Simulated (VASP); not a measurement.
**VASP 6.6.1 run: BaTe**

INCAR

```
METAGGA = SCAN
LCHARG = .FALSE.
NSW = 0
PREC = Accurate
ISIF = 2
NBANDS = 15
ISMEAR = -1
ENCUT = 520
LWAVE = .FALSE.
LREAL = .FALSE.
IBRION = -1
NELECT = 16.1
SIGMA = 0.02
EDIFF = 1E-7
NELM = 84
LASPH = .TRUE.
```

KPOINTS

```
KPOINTS created by Atomic Simulation Environment
0
Gamma
6 6 6
0 0 0
```

POSCAR

```
Ba Te
 1.0000000000000000
     0.0000000000000000    3.7128918017000001    3.7128918017000001
     3.7128918017000001    0.0000000000000000    3.7128918017000001
     3.7128918017000001    3.7128918017000001    0.0000000000000000
 Ba  Te
   1   1
Cartesian
  0.0000000000000000  0.0000000000000000  0.0000000000000000
  3.7128918017000001  3.7128918017000001  3.7128918017000001
```

The recommended PBE PAW datasets give the neutral cell 16 valence electrons.

Command

```
mpirun -np 1 vasp_std
```

Problem. Predict the outcome of this run.

Solution. It converged. Results: pressure -2.6 GPa.

OSZICAR

```
N       E                     dE             d eps       ncg     rms          rms(c)
DAV:   1     0.155471841409E+02    0.15547E+02   -0.62616E+03   480   0.899E+02
DAV:   2    -0.777748966406E+02   -0.93322E+02   -0.85862E+02   659   0.161E+02
DAV:   3    -0.838435057989E+02   -0.60686E+01   -0.60277E+01   613   0.438E+01
DAV:   4    -0.840124004680E+02   -0.16889E+00   -0.16886E+00   668   0.749E+00
DAV:   5    -0.840146469468E+02   -0.22465E-02   -0.22464E-02   629   0.729E-01    0.322E+00
DAV:   6    -0.803620168250E+02    0.36526E+01   -0.61737E-01   480   0.662E+00    0.192E+00
DAV:   7    -0.803101361937E+02    0.51881E-01   -0.45853E-01   606   0.354E+00    0.777E-01
DAV:   8    -0.803128229750E+02   -0.26868E-02   -0.42477E-02   508   0.146E+00    0.515E-01
DAV:   9    -0.803188839953E+02   -0.60610E-02   -0.70176E-03   536   0.770E-01    0.169E-01
DAV:  10    -0.803180446819E+02    0.83931E-03   -0.25901E-03   627   0.253E-01    0.787E-02
DAV:  11    -0.803180151243E+02    0.29558E-04   -0.53998E-04   487   0.255E-01    0.245E-02
DAV:  12    -0.803180759214E+02   -0.60797E-04   -0.21055E-05   644   0.374E-02    0.948E-03
DAV:  13    -0.803180609668E+02    0.14955E-04   -0.52496E-06   501   0.200E-02    0.739E-03
DAV:  14    -0.803180451251E+02    0.15842E-04   -0.14207E-06   536   0.126E-02    0.118E-03
DAV:  15    -0.803180424531E+02    0.26720E-05   -0.81509E-08   465   0.258E-03    0.141E-03
DAV:  16    -0.803180444286E+02   -0.19756E-05   -0.23012E-08   408   0.172E-03    0.141E-04
DAV:  17    -0.803180447938E+02   -0.36520E-06   -0.24793E-09   289   0.452E-04    0.258E-05
DAV:  18    -0.803180447522E+02    0.41618E-07   -0.56427E-10   303   0.174E-04
   1 F= -.80318045E+02 E0= -.80317452E+02  d E =-.118463E-02
```

The cell is charged and sits in a uniform background.

For comparison, a separate PBE run of the intended cell, on usual settings and not on those above, gives a gap of 1.82 eV on its mesh and a pressure of -2.9 GPa.
